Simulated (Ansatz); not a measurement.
The calculation used Ansatz 0.2.0, DFT PBE, scalar-relativistic, plane waves, PAW. Settings: cutoff 420 eV, Γ-centred meshes spaced at most about 0.3 Å⁻¹, and about 0.25 Å⁻¹ or finer for metals (2π included), Gaussian smearing. No spin polarisation.

Temperature and zero-point effects are left out.

Compare these two cells of Cd2Te3, each relaxed at this level.

A.

```
Cd Te
1.0
     4.62329    0.00000    0.00000
    -2.31164    4.00388    0.00000
     0.00000    0.00000    8.53020
Cd Te
2 3
Direct
  0.66667 0.33333 0.39363
  0.33333 0.66667 0.60637
  0.66667 0.33333 0.76118
  0.33333 0.66667 0.23882
  0.00000 0.00000 0.00000
```

B.

```
Cd Te
1.0
     3.58661    2.07073    7.40909
    -3.58661    2.07073    7.40909
     0.00000   -4.14146    7.40909
Cd Te
4 6
Direct
  0.85727 0.85727 0.85727
  0.64273 0.64273 0.64273
  0.14273 0.14273 0.14273
  0.35727 0.35727 0.35727
  0.02905 0.75000 0.47095
  0.75000 0.47095 0.02905
  0.47095 0.02905 0.75000
  0.97095 0.25000 0.52905
  0.52905 0.97095 0.25000
  0.25000 0.52905 0.97095
```

Problem. Which would you expect to be lower, and how large is the difference?

Solution. B is lower, by 51 meV/atom. A has space group P-3m1 (No. 164), 31.6 Å³/atom and no gap on its mesh; B has the corundum type, space group R-3c (No. 167), 33.0 Å³/atom and no gap. Counting Te atoms around Cd (those within 1.25 times the shortest such distance or 1.15 times the sum of covalent radii), A has Cd 4 and B has Cd 6. The lower one is the more open, so pressure narrows the difference. Both come from invented guesses. The lowest form computed isn't among them: it has space group P-3m1 (No. 164), 29.8 Å³/atom and lies 57 meV/atom below the best shown.

Spin–orbit coupling, which can matter for Te, is left out. Cells relaxed within their symmetry can be saddle points. Some types were kept out of the candidates beforehand, so the set may lack a known form.
